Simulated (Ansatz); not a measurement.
# Zr (Fm-3m) in Ansatz: settings compared

The runs below take Zr through band structure, single point, equation of state, with PBE, PBEsol+D4.

Program: Ansatz 0.2.0. These are calculated values, not measurements. Logs are shortened: lines on timing, memory, paths and dates and some standing lists are left out, and cuts for length are marked.

## Step 1: Starting point

Symmetry: Fm-3m, No. 225, cubic system. The conventional cell has a = 4.510 Å, b = 4.510 Å, c = 4.510 Å, α = 90.00°, β = 90.00°, γ = 90.00°. Around Zr (site symmetry m-3m) lie 12 Zr at 3.19 Å.

This isn't the form of Zr at room conditions, which is hcp.

## Step 2: Band structure, PBE, collinear spin, random start, moments held on the sites

Contents of input.yaml:

```yaml
crystal:
  lattice:
    - [0.0, 2.255, 2.255]
    - [2.255, 0.0, 2.255]
    - [2.255, 2.255, 0.0]
  atoms:
    - { symbol: Zr, position_ang: [0.0, 0.0, 0.0], spin: 0.38 }
kpoints:
  mp_grid: { grid: [10, 10, 10] }
  band_path:
    path:
      - [0.0, 0.0, 0.0]
      - [0.5, 0.0, 0.5]
      - [0.5, 0.25, 0.75]
      - [0.375, 0.375, 0.75]
      - [0.0, 0.0, 0.0]
      - [0.5, 0.5, 0.5]
      - [0.625, 0.25, 0.625]
      - [0.5, 0.25, 0.75]
    npoints: 10
scf:
  occupations: { method: fermi_dirac, width: 0.1 }
hamiltonian:
  xc: pbe
  pseudopotentials:
    kind: all_electron
    lapw: { basis_error: 0.002, muffin_tin_radii: { Zr: 1.435 } }
    dirac_shells: { Zr: ["3p", "3d"] }
magnetization:
  spin_polarized: true
  spin_locking: { lock_spins: true }
output:
  forces: true
  stress: true
  eigenvalues: true
```

Potentials or basis: all-electron LAPW, inner shells corrected to Dirac's equation.

The run is started by

```
$ ansatz run input.yaml --threads 1 --pin off --max-ram 2560MiB --backend cpu --events-out ev --progress --plain --runs-dir out
```

The log of the run:

```text
Warning: output.stress: the lock of the moments that magnetization.spin_locking holds to the close lets an SCF meet its threshold on dr2 anywhere within the lock's freeze window, and the stress can move with the moments there: no threshold on dr2 bounds that. The window is the square root of the freeze energy over magnetization.spin_locking.lambda. Set magnetization.spin_locking.freeze_energy_tol to 1e-7 of magnetization.spin_locking.lambda or tighter (1e-7 eV at magnetization.spin_locking.lambda's default), and hold the SCF's own gates tight with it: the threshold on dr2 and, on a non-collinear run, whose gate on the magnetisation can be let go, scf.convergence.magnetization_residual_energy_tol, under 2e-7 eV over the cell's volume in cubic angstroms (a run under these bars is not thereby shown to hold its stress)
Warning: RAYON_NUM_THREADS=1 ignored (pool sized by the plan → 1); use --threads N
LAPW: plane waves up to 7.135 Å⁻¹, error target 2.0e-3 eV per atom; small_component_spin mean_spin; Zr in spheres of 1.435 Å, 28 of its electrons in bands, Dirac shells [2p, 3p, 3d] (how accurate: hamiltonian.pseudopotentials.lapw.basis_error, Limitations)
Engine: ansatz 0.2.0, x86_64-unknown-linux-gnu
Pseudopotentials: kind: all_electron
Pseudopotential: Zr, LAPW, valence charge 28, lapw/all_electron/scalar/gaussian/Zr, Koelling and Harmon's equation with Dirac's for 2p 3p 3d, gaussian nucleus
Functional definition: PBE
  parameter kappa = 0.804
  parameter beta = 0.06672455060314922
  exchange = pbe_x(kappa = kappa, mu = beta*pi^2/3)
  correlation = pbe_c(beta = beta)
Crystal: 1 atoms, lattice volume = 22.933 Å³
Basis set: ecut = 193.98658506075896 eV, 137 PW (Γ), exchange–correlation at level 2
Bands: 19, of which v1, the nominal top of the filled ones, is band 14 counted from 1 (13 counted from 0)
Symmetry: 48 space group operations
Space group: Fm-3m (ITA 225), of the structure as read, at distance tolerance 2.8e-5 Å
Magnetic group: BNS 225.116 (UNI 1618), of the structure as read, at distance tolerance 2.8e-5 Å
k-points: 47 of 1000
Non-local potential: Zr, projectors of the file, none
Initial density: superposition of atomic densities (chi_scale 0.1, normalization cell)
Starting moments: Σ|m| = 0.38 μB on 1 of 1 site
Initial wavefunctions: plane waves of lowest kinetic energy (no species holds an atomic orbital)
Functional: x = pbe(κ = 0.804, μ = 0.2195149727645171), c = pbe(β = 0.06672455060314922)
iter 1 solved again at ethr=2.61e-4 eV; its pass at ethr=1.00e-1 eV (dr2=7.31e-2 eV) is discarded
SCF iter   1: F=-97938.401200 eV  HF=-97938.524452 eV  |F-HF|=1.23e-1  |Δ(HF+E_count)|=         —  Δρ=1.13e-2 (↑1.13e-2 ↓7.50e-3)  dr2=7.34e-2  dr2_m=1.26e-3  M=0.323 μB ∫|m|=0.323 μB  β_m=0.30  ethr=2.61e-4  ⟨swp⟩=2.9  Hψ=11126  notcnv=0
preconditioner: auto → Kerker (q_TF=auto, 2.821 Å⁻¹)  [metal: Δε(μ)=0.019 eV  Ē_g=6.561 eV  σ=0.100 eV  W_gap=0.05  n_scr=14 (ndim 8)  ℏωp=15.5 eV  f_vac=0.000  D(μ)=1.49/eV (n_scr^D=14)]
spin=Collinear: Kerker preconditioning applied to the charge; magnetization (m = ρ↑ − ρ↓) channel mixes plain (no charge-response kernel on spin).
[... 24 lines left out ...]
SCF iter  21: F=-97938.438952 eV  HF=-97938.438952 eV  |F-HF|=6.11e-8  |Δ(HF+E_count)|=   6.68e-5  Δρ=1.22e-5 (↑1.22e-5 ↓9.48e-6)  dr2=1.79e-8  dr2_m=2.19e-8  M=0.543 μB ∫|m|=0.543 μB  β_m=0.77  ethr=3.23e-10  ⟨swp⟩=3.0  Hψ=5522  notcnv=0
SCF iter  22: F=-97938.438937 eV  HF=-97938.438937 eV  |F-HF|=2.62e-10  |Δ(HF+E_count)|=   1.48e-5  Δρ=3.00e-6 (↑3.00e-6 ↓2.19e-6)  dr2=4.81e-9  dr2_m=7.06e-10  M=0.543 μB ∫|m|=0.543 μB  β_m=0.84  ethr=6.38e-11  ⟨swp⟩=3.0  Hψ=5519  notcnv=0
SCF iter  23: F=-97938.438934 eV  HF=-97938.438934 eV  |F-HF|=4.37e-11  |Δ(HF+E_count)|=   2.41e-6  Δρ=1.25e-6 (↑1.25e-6 ↓7.99e-7)  dr2=1.08e-9  dr2_m=6.50e-11  M=0.543 μB ∫|m|=0.543 μB  ethr=1.72e-11  ⟨swp⟩=3.0  Hψ=5353  notcnv=0
at 2 of the mixer's solves, the last at iteration 16, it left a direction of its history that read negative out of its fit and stepped the other way along it
SCF 1 converged in 23 iterations: F = -97938.438934 eV  dr2 = 1.08e-9
NSCF: frozen V_eff on 71 k-points
this state was not tested for a lower state beside it, because a magnetisation constraint still acts at the end of the SCF (magnetization_constraint; see scf.lower_state_search)
SCF converged after 23 iterations
Magnetization: 0.5433 μB (14.2717 up, 13.7283 down)
Absolute magnetization: 0.5434 μB (∫|ρ↑−ρ↓|)
Spin contamination: 0.0006 ħ² per cell (⟨S²⟩ above its minimum at these occupations)
Per-site moments (μB) at R_I (Å): [(0.37970362055491874, 1.3154837780499236)]
--- Magnetisation constraints (ε_frz = 1.0e-4 eV) ---
  site  kind      target   achieved (μB)  |Δ|max (μB)  g (eV/μB)  λ_eff  esc  ok   flags
  0     per_site  +0.3800  +0.3797        2.96e-4      -2.69e-1   1.000  0    yes
Free energy (F): -97938.438934 eV
Harris-Foulkes:  -97938.438934 eV  (|F-HF|=4.37e-11)
Internal energy: -97938.391623 eV  (E = F + TS)
E sigma→0 (E₀):  -97938.415278 eV
Entropy (-TS):   -0.047312 eV (-47.312 meV/atom)
Fermi energy:    15.916635 eV
--- Per-component energies (eV) ---
  E_band       = -3370.069227
  E_kinetic    = 101207.807734
  E_xc         = -3111.832735
  E_constr_dc  = -0.102272  (∫m·b dr)
  E_electrostatic = -196034.366618  (all electrons and nuclei)
  E_smearing   = -0.047312  (= −TS)
  E_closure    = -0.000004  (closes the sum)
  E_penalty    = 0.000083  (constraint; not in F)
  E_atoms      = -97931.205238  (free atoms, spherical and without spin; not in F)
  Σ components = -97938.438934   (vs F -97938.438934, Δ=0.00e0)
  Basis errors (estimates in eV, not in F): energy 5.4e-4 per atom: plane waves 4.7e-4 (2.6e-4 summed), levels above the bands 1.3e-42, relativity 7.9e-8, radial functions 6.8e-5, core shells 3.3e-7; eigenvalues (radial functions only) 8.7e-6; not estimated: angular momenta, meshes, grids; target (lapw.basis_error) 2.0e-3; muffin-tin radii Zr 1.435 Å
--- Forces (eV/Å), atoms counted from 1 ---
  atom   1  Zr     0.00000000    -0.00000000    -0.00000000
  max |Σ_I F_I| component: 6.57e-31 eV/Å
--- Stress (GPa, compression-positive) ---
        1.838415       0.000000       0.000000
        0.000000       1.838415       0.000000
        0.000000       0.000000       1.838415
  P = ⅓ Tr σ = 1.8384 GPa (18.384 kbar)
--- Band table (eV; the first three rows and the last of 94) ---
  k-point 0 ↑: bands = ["-295.6868", "-295.6868", "-295.6868", "-152.8627", "-152.8627", "-152.8595", "-152.8595", "-152.8595", "-33.0745", "-10.5898", "-10.5898", "-10.5898", "10.0658", "16.5186", "16.5186", "16.5186", "19.0189", "19.0189", "26.0679"]
  k-point 1 ↑: bands = ["-295.6868", "-295.6868", "-295.6868", "-152.8627", "-152.8627", "-152.8595", "-152.8595", "-152.8595", "-33.0603", "-10.6924", "-10.6025", "-10.6025", "10.3884", "16.2372", "16.6642", "16.6642", "18.8824", "18.8824", "26.7366"]
  k-point 2 ↑: bands = ["-295.6868", "-295.6868", "-295.6868", "-152.8627", "-152.8627", "-152.8595", "-152.8595", "-152.8595", "-33.0231", "-10.9543", "-10.6356", "-10.6356", "11.2307", "15.7205", "16.8851", "16.8851", "18.8157", "18.8157", "27.2152"]
  k-point 46 ↓: bands = ["-295.1253", "-295.1253", "-295.1253", "-152.2976", "-152.2976", "-152.2850", "-152.2850", "-152.2850", "-32.1366", "-10.5725", "-10.3926", "-10.2002", "14.2884", "15.3207", "16.6773", "19.0231", "22.1583", "24.8664", "25.8776"]
```

bands.tsv:

```text
[... 84 lines left out ...]
6.612202	-311.603477	-311.603477	-311.603477	-168.779356	-168.779355	-168.776106	-168.776106	-168.776102	-48.791210	-27.164595	-27.164595	-26.881367	-2.022127	-0.752229	-0.752229	2.120127	5.398027	8.840020	8.840020	-311.041943	-311.041943	-311.041943	-168.214229	-168.214227	-168.201601	-168.201601	-168.201598	-48.053242	-26.399907	-26.399907	-26.118516	-1.459800	0.033415	0.033415	2.814019	6.242411	9.558289	9.558289
```

Wall time 12 s (1 thread of Intel Xeon 6975P-C (Granite Rapids), shared host); peak memory 0.32 GiB.

Results:

* Free energy: -97938.4389 eV
* Band gap along the path: none (metal or under the smearing width)
* Net moment: 0.54 μB per cell
* Absolute moment: 0.54 μB per cell
* Site moments: Zr +0.38 μB

Levels at the corners of the path, in eV from the Fermi level:
Spin up:
```csv
point,band 10,band 11,band 12,band 13,band 14,band 15,band 16,band 17,band 18,band 19
Γ,-26.51,-26.51,-26.51,-5.85,0.60,0.60,0.60,3.10,3.10,10.15
X,-27.45,-26.86,-26.86,-3.29,-2.60,2.76,4.93,5.39,5.39,9.60
W,-27.16,-27.16,-26.88,-2.02,-0.75,-0.75,2.12,5.40,8.84,8.84
K,-27.29,-27.09,-26.79,-2.42,-1.72,0.61,3.06,4.55,7.12,8.61
Γ,-26.51,-26.51,-26.51,-5.85,0.60,0.60,0.60,3.10,3.10,10.15
L,-27.52,-26.64,-26.64,-3.32,0.46,0.46,0.92,4.90,4.90,9.36
U,-27.29,-27.09,-26.79,-2.42,-1.72,0.61,3.06,4.55,7.12,8.61
W,-27.16,-27.16,-26.88,-2.02,-0.75,-0.75,2.12,5.40,8.84,8.84
```
Spin down:
```tsv
point	band 11	band 12	band 13	band 14	band 15	band 16	band 17	band 18
Γ	-25.74	-25.74	-5.23	1.43	1.43	1.43	3.84	3.84
X	-26.10	-26.10	-2.72	-1.79	3.45	5.66	6.23	6.23
W	-26.40	-26.12	-1.46	0.03	0.03	2.81	6.24	9.56
K	-26.33	-26.03	-1.80	-0.98	1.38	3.76	5.39	7.80
Γ	-25.74	-25.74	-5.23	1.43	1.43	1.43	3.84	3.84
L	-25.87	-25.87	-2.56	1.20	1.20	1.45	5.69	5.69
U	-26.33	-26.03	-1.80	-0.98	1.38	3.76	5.39	7.80
W	-26.40	-26.12	-1.46	0.03	0.03	2.81	6.24	9.56
```

Caveat: the SCF stop doesn't bound the stress; each atom's moment is held at its typed value, so this isn't a free magnetic state.

## Step 3: Single point, PBEsol+D4, collinear spin, random start, 21.56 Å³/atom (volume scaled by 0.94)

Contents of input.yaml:

```yaml
crystal:
  lattice:
    - [0.0, 2.2089666752, 2.2089666752]
    - [2.2089666752, 0.0, 2.2089666752]
    - [2.2089666752, 2.2089666752, 0.0]
  atoms:
    - { symbol: Zr, position: [0.0, 0.0, 0.0], spin: 1.0 }
kpoints:
  mp_grid: { grid: [10, 10, 10] }
scf:
  occupations: { method: fermi_dirac, width: 0.01 }
hamiltonian:
  xc: pbesol
  dispersion: d4
  pseudopotentials: { kind: all_electron, lapw: { basis_error: 0.002 } }
magnetization:
  spin_polarized: true
  initial_magnetization: 1.0
  spin_locking: { lock_magnetization: hard }
output:
  forces: true
  stress: true
  eigenvalues: true
```

Potentials or basis: all-electron LAPW, scalar-relativistic.

The run is started by

```
$ ansatz run input.yaml --threads 1 --pin off --max-ram 2560MiB --backend cpu --events-out ev --progress --plain --runs-dir out
```

Wall time 4.1 s (1 thread of Intel Xeon 6975P-C (Granite Rapids), shared host); peak memory 0.34 GiB.

Results (log left out):

* Free energy: -97871.8249 eV
* Pressure: 5.8 GPa
* Absolute moment: 1.00 μB per cell
* Site moments: Zr +0.81 μB

Caveat: the total moment is fixed, so each spin has its own Fermi level.

## Step 4: Single point, PBEsol+D4, collinear spin, random start, 22.02 Å³/atom (volume scaled by 0.96)

input.yaml, as its differences from that of step 3:

```diff
@@ -2,5 +2,5 @@
   lattice:
-    - [0.0, 2.2089666752, 2.2089666752]
-    - [2.2089666752, 0.0, 2.2089666752]
-    - [2.2089666752, 2.2089666752, 0.0]
+    - [0.0, 2.224523291, 2.224523291]
+    - [2.224523291, 0.0, 2.224523291]
+    - [2.224523291, 2.224523291, 0.0]
   atoms:
```

The run is started by

```
$ ansatz run input.yaml --threads 1 --pin off --max-ram 2560MiB --backend cpu --events-out ev --progress --plain --runs-dir out
```

Wall time 5 s (1 thread of Intel Xeon 6975P-C (Granite Rapids), shared host); peak memory 0.34 GiB.

It converged, with:

- Free energy: -97871.8380 eV
- Pressure: 3.4 GPa
- Absolute moment: 1.00 μB per cell
- Site moments: Zr +0.81 μB

Caveat: the total moment is fixed, so each spin has its own Fermi level.

## Step 5: Single point, PBEsol+D4, collinear spin, random start, 22.47 Å³/atom (volume scaled by 0.98)

input.yaml, as its differences from that of step 4:

```diff
@@ -2,5 +2,5 @@
   lattice:
-    - [0.0, 2.224523291, 2.224523291]
-    - [2.224523291, 0.0, 2.224523291]
-    - [2.224523291, 2.224523291, 0.0]
+    - [0.0, 2.2398653158, 2.2398653158]
+    - [2.2398653158, 0.0, 2.2398653158]
+    - [2.2398653158, 2.2398653158, 0.0]
   atoms:
```

The run is started by

```
$ ansatz run input.yaml --threads 1 --pin off --max-ram 2560MiB --backend cpu --events-out ev --progress --plain --runs-dir out
```

Run time: 4.1 s. Hardware: 1 thread of Intel Xeon 6975P-C (Granite Rapids), shared host; peak memory 0.34 GiB.

Results (log left out):

```
Free energy     : -97871.8444 eV
Pressure        : 1.1 GPa
Absolute moment : 1.00 μB per cell
Site moments    : Zr +0.81 μB
```

Caveat: the total moment is fixed, so each spin has its own Fermi level.

## Step 6: Single point, PBEsol+D4, collinear spin, random start, 22.93 Å³/atom

input.yaml, as its differences from that of step 5:

```diff
@@ -2,5 +2,5 @@
   lattice:
-    - [0.0, 2.2398653158, 2.2398653158]
-    - [2.2398653158, 0.0, 2.2398653158]
-    - [2.2398653158, 2.2398653158, 0.0]
+    - [0.0, 2.255, 2.255]
+    - [2.255, 0.0, 2.255]
+    - [2.255, 2.255, 0.0]
   atoms:
```

Potentials or basis: all-electron LAPW, scalar-relativistic.

The run is started by

```
$ ansatz run input.yaml --threads 1 --pin off --max-ram 2560MiB --backend cpu --events-out ev --progress --plain --runs-dir out
```

Wall time 4.4 s (1 thread of Intel Xeon 6975P-C (Granite Rapids), shared host); peak memory 0.34 GiB.

It converged, with:

- Free energy: -97871.8447 eV
- Pressure: -0.9 GPa
- Absolute moment: 1.00 μB per cell
- Site moments: Zr +0.81 μB

Caveat: the total moment is fixed, so each spin has its own Fermi level.

## Step 7: Single point, PBEsol+D4, collinear spin, random start, 23.39 Å³/atom (volume scaled by 1.02)

input.yaml, as its differences from that of step 6:

```diff
@@ -2,5 +2,5 @@
   lattice:
-    - [0.0, 2.255, 2.255]
-    - [2.255, 0.0, 2.255]
-    - [2.255, 2.255, 0.0]
+    - [0.0, 2.2699342101, 2.2699342101]
+    - [2.2699342101, 0.0, 2.2699342101]
+    - [2.2699342101, 2.2699342101, 0.0]
   atoms:
```

The run is started by

```
$ ansatz run input.yaml --threads 1 --pin off --max-ram 2560MiB --backend cpu --events-out ev --progress --plain --runs-dir out
```

It took 4.4 s on 1 thread of Intel Xeon 6975P-C (Granite Rapids), shared host; peak memory 0.34 GiB.

Results (log left out):

```yaml
Free_energy: -97871.8395 eV
Pressure: -2.7 GPa
Absolute_moment: 1.00 μB per cell
Site_moments: Zr +0.81 μB
```

Caveat: the total moment is fixed, so each spin has its own Fermi level.

## Step 8: Single point, PBEsol+D4, collinear spin, random start, 23.85 Å³/atom (volume scaled by 1.04)

input.yaml, as its differences from that of step 7:

```diff
@@ -2,5 +2,5 @@
   lattice:
-    - [0.0, 2.2699342101, 2.2699342101]
-    - [2.2699342101, 0.0, 2.2699342101]
-    - [2.2699342101, 2.2699342101, 0.0]
+    - [0.0, 2.2846744556, 2.2846744556]
+    - [2.2846744556, 0.0, 2.2846744556]
+    - [2.2846744556, 2.2846744556, 0.0]
   atoms:
```

The run is started by

```
$ ansatz run input.yaml --threads 1 --pin off --max-ram 2560MiB --backend cpu --events-out ev --progress --plain --runs-dir out
```

Wall time 4.6 s (1 thread of Intel Xeon 6975P-C (Granite Rapids), shared host); peak memory 0.33 GiB.

The run converged. Its results:

```
Free energy     : -97871.8294 eV
Pressure        : -4.3 GPa
Absolute moment : 1.00 μB per cell
Site moments    : Zr +0.81 μB
```

Caveat: the total moment is fixed, so each spin has its own Fermi level.

## Step 9: Single point, PBEsol+D4, collinear spin, random start, 24.31 Å³/atom (volume scaled by 1.06)

input.yaml, as its differences from that of step 8:

```diff
@@ -2,5 +2,5 @@
   lattice:
-    - [0.0, 2.2846744556, 2.2846744556]
-    - [2.2846744556, 0.0, 2.2846744556]
-    - [2.2846744556, 2.2846744556, 0.0]
+    - [0.0, 2.2992269146, 2.2992269146]
+    - [2.2992269146, 0.0, 2.2992269146]
+    - [2.2992269146, 2.2992269146, 0.0]
   atoms:
```

Potentials or basis: all-electron LAPW, scalar-relativistic.

The run is started by

```
$ ansatz run input.yaml --threads 1 --pin off --max-ram 2560MiB --backend cpu --events-out ev --progress --plain --runs-dir out
```

It took 4.7 s on 1 thread of Intel Xeon 6975P-C (Granite Rapids), shared host; peak memory 0.33 GiB.

Results (log left out):

- Free energy: -97871.8148 eV
- Pressure: -5.9 GPa
- Absolute moment: 1.00 μB per cell
- Site moments: Zr +0.81 μB

Caveat: the total moment is fixed, so each spin has its own Fermi level.

## Step 10: Equation of state, PBEsol+D4, collinear spin, random start

This step only gathers the single runs of the series.

What came out:

* Equilibrium volume: 22.73 Å³/atom
* Bulk modulus: 99 GPa
* Pressure derivative of the bulk modulus: 4.0

Energy against volume, from the lowest point:
```tsv
volume (Å³/atom)	energy (meV/atom)
21.557	19.81
22.016	6.70
22.475	0.32
22.933	0.00
23.392	5.19
23.851	15.30
24.309	29.95
```

Caveat: the total moment is fixed, so each spin has its own Fermi level.
